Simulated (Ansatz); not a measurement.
Reaction (ligand exchange at the Si–C bond): `OC([SiH3])(S)S` + `N=C(N)O` → `N=C(N)O[SiH3]` + `OC(S)S`

Calculated with Ansatz (gas phase, PBE0-D4/def2-TZVP geometries, no zero-point term in ΔE). CBS: MP2 limit from def2 TZ/QZ plus the TZ coupled-cluster correction, frozen cores. DFT in def2-TZVPP. Each species was taken in one conformer, which may not be the lowest.

```tsv
level	ΔE (eV)
ωB97M-V	-1.05
PBE0	-1.04
```

Question: What does CCSD(T)/CBS give? (Best estimate.)

Answer: Computed: -1.06 eV. The listed levels differ from it by 0.01, 0.02 eV.

Largest T1 diagnostic among the species: 0.013.

In def2-TZVPP, CCSD(T) changes the Hartree–Fock value by +0.27 eV (the triples alone add +0.04 eV) and MP2 by +0.30 eV. At CCSD(T), def2-SVP lies +0.13 eV from the extrapolated value and def2-TZVPP −0.01 eV.

CCSD(T)/CBS has its own doubt, a few kJ/mol and more with outer-core shells, so smaller differences from it don't rank the levels.
